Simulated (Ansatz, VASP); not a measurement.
# Two plane-wave programs on Al

```
Al
1.0
     4.01975   -0.00004    0.00001
     0.00004   -4.01986    0.00002
    -0.00001    0.00002   -4.01952
Al
4
Cartesian
  0.0001 -2.0099 -2.0098
  2.0099 0.0000 -2.0097
  2.0099 -2.0100 0.0000
  0.0000 0.0000 0.0000
```

Change from the starting cell: atom 1 moved 0.75 Å; relaxed back.

Alike in both runs: functional PBEsol; k mesh 8 × 8 × 8; occupations gaussian, width 0.15 eV; no spin polarisation.

Ansatz relaxed the structure, and its values are those at the end. VASP's run is a single point on that final structure, the one shown.

|  | VASP | Ansatz |
| --- | --- | --- |
| version | VASP 6.6.1 | Ansatz 0.2.0 |
| potentials or method | VASP PAW PBE potentials, release 64 (Al) | scalar-relativistic, plane waves, PAW |
| plane-wave cutoff (eV) | 520 | 420 |
| valence electrons in the cell | 12 | 12 |

VASP gave:

* gap on the k mesh at the Fermi level (eV): none
* pressure (GPa): 0.1

Q: Which values does Ansatz return?

A: gap on the k mesh at the Fermi level (eV): none; pressure (GPa): 0.0.

A gap of «none» marks a metal or a gap that the smearing closes.

Caveats: the PAW data sets were made with another functional, which shifts forces and pressure a little (VASP).
